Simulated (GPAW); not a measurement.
# GeS (Pnma) in GPAW: Wannier functions with PBE

Aim: the Wannier functions of GeS with PBE.

Program: GPAW 26.7.0. These are calculated values, not measurements. Logs are shortened: lines on timing, memory, paths and dates and some standing lists are left out, and cuts for length are marked. The log counts tension as positive stress, the text compression.

## Step 1: The structure

It takes space group Pnma (No. 62, orthorhombic). The conventional cell has a = 10.481 Å, b = 3.646 Å, c = 4.299 Å, α = 90.00°, β = 90.00°, γ = 90.00°. Ge (site symmetry m) has 3 S at 2.44 to 2.45 Å as nearest neighbours. S (site symmetry m) has 3 Ge at 2.44 to 2.45 Å as nearest neighbours.

## Step 2: Wannier functions, PBE

File run.py:

```python
import json
import numpy as np
from ase import Atoms
from ase.dft.bandgap import bandgap
from ase.dft.wannier import Wannier
from ase.io import write
from ase.units import GPa
from gpaw import GPAW, PW

atoms = Atoms(['Ge', 'Ge', 'Ge', 'Ge', 'S', 'S', 'S', 'S'],
              cell=[[10.481, 0.0, 0.0],
                    [0.0, 3.646, 0.0],
                    [0.0, 0.0, 4.299]],
              scaled_positions=[[0.8779, 0.75, 0.8723],
                                [0.6221, 0.25, 0.3723],
                                [0.3779, 0.75, 0.6277],
                                [0.1221, 0.25, 0.1277],
                                [0.1505, 0.75, 0.4977],
                                [0.3495, 0.25, 0.9977],
                                [0.6505, 0.75, 0.0023],
                                [0.8495, 0.25, 0.5023]],
              pbc=True)

calc = GPAW(mode=PW(600),
            xc='PBE',
            kpts={'size': (3, 7, 6), 'gamma': True},
            occupations={'name': 'fermi-dirac', 'width': 0.05},
            nbands=37,
            convergence={'density': 1e-05, 'energy': 1e-05},
            maxiter=150,
            txt='gpaw.txt')
atoms.calc = calc
energy = atoms.get_potential_energy()
forces = atoms.get_forces()
stress = atoms.get_stress()
calc.write('gs.gpw')
write('result.traj', atoms)
print(f'Energy: {energy:.6f} eV')
print('Forces (eV/A):')
print(forces.round(4))
print('Stress (GPa):', (stress / GPa).round(3))
print('Fermi level:', round(calc.get_fermi_level(), 4), 'eV')
print(f'Gap: {bandgap(calc)[0]:.4f} eV, direct: {bandgap(calc, direct=True)[0]:.4f} eV')

nocc = int(round(calc.get_number_of_electrons() / 2))
full = calc.fixed_density(kpts={'size': (3, 4, 4), 'gamma': True}, symmetry='off', nbands=nocc + 6,
                          convergence={'bands': nocc}, txt='full.txt')
wan, values = None, []
for seed in range(6):  # several starts, since the search can end in a local maximum
    trial = Wannier(nwannier=nocc, calc=full, nbands=nocc, functional='std',
                    initialwannier='orbitals' if seed == 0 else 'random', rng=np.random.RandomState(seed))
    trial.localize(tolerance=1e-6)
    values.append(trial.get_functional_value())
    print(f'start {seed}: functional {values[-1]:.5f}', flush=True)
    if values[-1] == max(values):
        wan = trial
wan.localize(step=0.1, tolerance=1e-8)
wan.translate_all_to_cell((0, 0, 0))
centres, spreads = wan.get_centers(), wan.get_spreads()
for x, s in zip(centres, spreads):
    d = np.linalg.norm(atoms.repeat(3).positions - atoms.cell.sum(0) - x, axis=1)
    print(x.round(4), f'spread {s:.4f} A^2, nearest {atoms[d.argmin() % len(atoms)].symbol} at {d.min():.3f} A')
onsite = wan.get_hopping((0, 0, 0)).diagonal().real
print('On-site energies:', onsite.round(4))
json.dump({'centres': centres.tolist(), 'spreads': spreads.tolist(), 'onsite': onsite.tolist(), 'values': values},
          open('wannier.json', 'w'))
```

Potentials or basis: GPAW PAW data sets (gpaw-data 1.2.1), pw.

Launch:

```console
OMP_NUM_THREADS=1 python run.py
```

gpaw.txt:

```text
__  _  _
 | _ |_)|_||  |
 |__||  | ||/\| - 26.7.0

Input parameters:
  mode=PW(ecut=600.0),
  convergence={'density': 1e-05, 'energy': 1e-05},
  kpts=MonkhorstPack(size=(3, 7, 6), gamma=True),
  maxiter=150,
  nbands=37,
  occupations=Occupations(name='fermi-dirac', width=0.05),
  xc=XC(name='PBE')

Diagonalizing LCAO Hamiltonian
Converting LCAO to pw mode
   .-------------------------.
  /|                     Ge  |
 * |       SGe               |
 | |  S                      |
 | |                    S    |
 | .--------------Ge---------.
 |/  Ge                     /
 *-------------------------*

Atoms  # Å, Bohr magnetons
|   | symbol |        x |        y |        z |    initial magnetic moments |
|---|--------|----------|----------|----------|-----------------------------|
| 0 |     Ge | 9.201270 | 2.734500 | 3.750018 | ( 0.0000,  0.0000,  0.0000) |
| 1 |     Ge | 6.520230 | 0.911500 | 1.600518 | ( 0.0000,  0.0000,  0.0000) |
| 2 |     Ge | 3.960770 | 2.734500 | 2.698482 | ( 0.0000,  0.0000,  0.0000) |
| 3 |     Ge | 1.279730 | 0.911500 | 0.548982 | ( 0.0000,  0.0000,  0.0000) |
| 4 |      S | 1.577390 | 2.734500 | 2.139612 | ( 0.0000,  0.0000,  0.0000) |
| 5 |      S | 3.663109 | 0.911500 | 4.289112 | ( 0.0000,  0.0000,  0.0000) |
| 6 |      S | 6.817890 | 2.734500 | 0.009888 | ( 0.0000,  0.0000,  0.0000) |
| 7 |      S | 8.903609 | 0.911500 | 2.159388 | ( 0.0000,  0.0000,  0.0000) |

Unit cell  # Å
| periodic |         x |        y |        z |   lengths |    angles |
|----------|-----------|----------|----------|-----------|-----------|
|      yes | 10.481000 | 0.000000 | 0.000000 | 10.481000 | 90.000000 |
|      yes |  0.000000 | 3.646000 | 0.000000 |  3.646000 | 90.000000 |
|      yes |  0.000000 | 0.000000 | 4.299000 |  4.299000 | 90.000000 |

Number of symmetries: 2
Symmetry operations  # r_c * U_cc + t_c -> r_c
|   | kind |            matrix            |
|---|------|------------------------------|
| 0 |  E   |  1, 0, 0,  0, 1, 0,  0, 0, 1 |
| 1 |  i   | -1, 0, 0,  0,-1, 0,  0, 0,-1 |

BZ-sampling:
  Number of BZ points: 126
  Number of IBZ points: 64

  Monkhorst-Pack size: [3, 7, 6]
  Monkhorst-Pack shift: [0.0, 0.0, 0.08333333333333333]

K-points  # in reciprocal-cell coordinates
|     |                                coordinates |     weight |
|-----|--------------------------------------------|------------|
|   0 | (  0.00000000,   0.00000000,   0.00000000) | 0.00793651 |
|   1 | (  0.00000000,   0.00000000,   0.16666667) | 0.01587302 |
|   2 | (  0.00000000,   0.00000000,   0.33333333) | 0.01587302 |
|   3 | (  0.00000000,   0.00000000,   0.50000000) | 0.00793651 |
|   4 | (  0.00000000,   0.14285714,  -0.33333333) | 0.01587302 |
|   5 | (  0.00000000,   0.14285714,  -0.16666667) | 0.01587302 |
|   6 | (  0.00000000,   0.14285714,   0.00000000) | 0.01587302 |
|   7 | (  0.00000000,   0.14285714,   0.16666667) | 0.01587302 |
|   8 | (  0.00000000,   0.14285714,   0.33333333) | 0.01587302 |
|   9 | (  0.00000000,   0.14285714,   0.50000000) | 0.01587302 |
| ... |                                            |            |
|  63 | (  0.33333333,   0.42857143,   0.50000000) | 0.01587302 |

Plane wave coefficients: 5516
Cutoff: 600.0 eV

Spin-components: 1 (collinear spins)
Bands:           37
Projectors:      40
Spin-degeneracy: 2
Datatype:        complex128

Parallelization:
  kpt:    1
  domain: 1
  band:   1

Density:
  Valence electrons: 40.0
  Components: 1
  Grid points: [60 21 25]
  Charge: 0.0  # |e|

Potential:
  Grid points: [60 21 25]

species:
  Ge:
    name:    Germanium
    Z:       32.0
    valence: 4
    core:    28
    charge:  0.0  # [|e|]
    compensation charges:
      type: gauss
      rc: 0.32  # [Å]
      lmax: 2
    cutoffs:
      filter: 1.77  # [Å]
      core: 3.42  # [Å]
    projectors
    | kind |    occ | energy [eV] | rcut [Å] |
    |------|--------|-------------|----------|
    |   4s |  2.000 |     -11.726 |    1.005 |
    |   4p |  2.000 |      -3.896 |    1.005 |
    |    s |        |      15.485 |    1.005 |
    |    p |        |      23.315 |    1.005 |
    |    d |        |       0.000 |    1.005 |

    Using partial waves for Ge as LCAO basis

  S:
    name:    Sulfur
    Z:       16.0
    valence: 6
    core:    10
    charge:  0.0  # [|e|]
    compensation charges:
      type: gauss
      rc: 0.24  # [Å]
      lmax: 2
    cutoffs:
      filter: 1.77  # [Å]
      core: 1.66  # [Å]
    projectors
    | kind |    occ | energy [eV] | rcut [Å] |
    |------|--------|-------------|----------|
    |   3s |  2.000 |     -17.254 |    0.974 |
    |   3p |  4.000 |      -7.008 |    0.979 |
    |    s |        |       9.957 |    0.974 |
    |    p |        |      20.203 |    0.979 |
    |    d |        |       0.000 |    0.900 |

    Using partial waves for S as LCAO basis

Reference energy: -271821.031000  # eV

eigensolver:
  PPCG
  Converge bands: occupied
  niter=2

density mixing:
  MSR1-Mixer
  Pratt-step length: 0.05
  Maximum mixing coefficient: 0.75
  Old densities: 10
  SVD Regularization: 0.005
  Good broyden scale: 1.0
  Trust region scale: 1.0
  Backstep threshold: 4.0
  History deletion threshold: 6.0
  Fourier metric: weight=20.0, sigma=0.015

occupation numbers:
  Fermi-Dirac:
    width: 0.0500  # eV

poisson solver:
  ecut: 4800.0  # eV

xc functional:
  name: PBE with 2 nearest neighbor stencil

convergence criteria:
- Maximum integral of absolute [dens]ity change: 1e-05 electrons / valence electron
- Maximum [total energy] change in last 3 cyles: 1e-05 eV / valence electron
- Maximum integral of absolute [eigenst]ate change: 4e-08 eV^2 / valence electron
maximum number of iterations: 150

SCF iterations
|iter     | |      energy | eigst |  dens |
|---------|-|-------------|-------|-------|
|iter:   1| |  -37.111810 | +0.18 |       |
|iter:   2| |  -37.094304 | -1.80 | -1.01 |
|iter:   3| |  -36.590926 | -1.94 | -1.05 |
|iter:   4| |  -36.561985 | -2.66 | -1.52 |
|iter:   5| |  -36.562119 | -3.45 | -1.98 |
|iter:   6| |  -36.558876 | -3.87 | -2.27 |
|iter:   7| |  -36.556625 | -4.56 | -2.47 |
|iter:   8| |  -36.556651 | -6.09 | -3.19 |
|iter:   9| |  -36.556654c| -7.34 | -3.76 |
|iter:  10| |  -36.556654c| -7.50c| -4.42 |
|iter:  11| |  -36.556654c| -8.30c| -5.09c|

Converged in 11 steps
Energy contributions relative to reference atoms: (reference = -271821.031000)

Energy contributions:
  Kinetic:          55.248518
  Coulomb:         -54.865450
  Zero:              0.394748
  External:          0.000000
  Xc:              -37.334469
  Entropy:          -0.000001
  Spinorbit:         0.000000
  ----------------------------
  Free energy:     -36.556654
  Extrapolated:    -36.556654

dipole moment: (0.001305, 0.000454, 0.000535)  # |e|*Ang

Fermi level: 6.381
Eigenvalues  # (at kpt = [0.000, 0.000, 0.000])
| band index |      eig [eV] | occ [0-2] |
|------------|---------------|-----------|
|          0 |        -8.839 |     2.000 |
|        ... |               |           |
|         12 |         2.289 |     2.000 |
|         13 |         2.667 |     2.000 |
|         14 |         3.573 |     2.000 |
|         15 |         3.729 |     2.000 |
|         16 |         4.118 |     2.000 |
|         17 |         4.960 |     2.000 |
[... 8 lines left out ...]
|         26 |         9.758 |     0.000 |
|         27 |        10.507 |     0.000 |
|        ... |               |           |
|         36 |        14.416 |     0.000 |

Gap: 1.114 eV
Transition (v -> c):
  (s=0, k=0, n=19, [0.00, 0.00, 0.00]) -> (s=0, k=0, n=20, [0.00, 0.00, 0.00])
No difference between direct/indirect transitions

Forces  # eV/Ang
|        x |        y |        z |
|----------|----------|----------|
|  0.12830 |  0.00000 |  0.14087 |  # Ge   0
| -0.12831 | -0.00000 |  0.14089 |  # Ge   1
|  0.12831 |  0.00000 | -0.14089 |  # Ge   2
| -0.12830 | -0.00000 | -0.14087 |  # Ge   3
| -0.06491 |  0.00001 |  0.14028 |  # S    4
|  0.06509 | -0.00002 |  0.14022 |  # S    5
| -0.06509 |  0.00002 | -0.14022 |  # S    6
|  0.06491 | -0.00001 | -0.14028 |  # S    7

Stress tensor  # eV/Ang^3
|         x |         y |         z |
|-----------|-----------|-----------|
| -0.013606 |  0.000000 |  0.000000 |
|  0.000000 | -0.015967 | -0.000000 |
|  0.000000 | -0.000000 | -0.015156 |

# Writing to gs.gpw (mode='')
```

It took 7.6 min on 1 thread of Arm Neoverse V1, shared host; peak memory 0.74 GiB.

Results:

- Free energy: -36.5567 eV
- Pressure: 2.4 GPa
- Largest force: 0.191 eV/Å
- Band gap on the k mesh: 1.11 eV, direct
- Total Wannier spread: 37.89 Å² over 20 functions

Forces on the atoms (eV/Å):
```
Ge   0.128  0.000  0.141
Ge  -0.128  0.000  0.141
Ge   0.128  0.000 -0.141
Ge  -0.128  0.000 -0.141
S   -0.065  0.000  0.140
S    0.065  0.000  0.140
S   -0.065  0.000 -0.140
S    0.065  0.000 -0.140
```

Stress tensor (GPa, compression positive):
```
2.18 0.00 0.00
0.00 2.56 0.00
0.00 0.00 2.43
```

Wannier centres (Å) and spreads (Å²):
| function | x | y | z | spread |
| --- | --- | --- | --- | --- |
| 1 | 8.153 | 0.911 | 1.979 | 1.733 |
| 2 | 1.260 | 2.734 | 2.526 | 1.807 |
| 3 | 7.569 | 2.735 | 4.129 | 1.733 |
| 4 | 4.243 | 2.735 | 2.450 | 2.482 |
| 5 | 2.328 | 2.735 | 2.320 | 1.733 |
| 6 | 2.913 | 0.911 | 0.173 | 1.732 |
| 7 | 3.983 | 0.907 | 0.375 | 1.805 |
| 8 | 0.997 | 0.911 | 0.300 | 2.482 |
| 9 | 1.518 | 2.139 | 1.648 | 1.726 |
| 10 | 3.723 | 1.509 | 3.801 | 1.725 |
| 11 | 8.963 | 0.315 | 2.650 | 1.725 |
| 12 | 6.758 | 3.330 | 0.501 | 1.725 |
| 13 | 9.484 | 2.735 | 3.999 | 2.482 |
| 14 | 8.962 | 1.506 | 2.652 | 1.727 |
| 15 | 9.221 | 0.913 | 1.773 | 1.807 |
| 16 | 6.500 | 2.734 | 3.922 | 1.807 |
| 17 | 1.518 | 3.330 | 1.648 | 1.725 |
| 18 | 6.758 | 2.139 | 0.501 | 1.726 |
| 19 | 6.238 | 0.911 | 1.849 | 2.482 |
| 20 | 3.720 | 0.319 | 3.793 | 1.730 |

Caveat: an odd mesh through Γ misses points on the zone boundary, where band edges often lie.
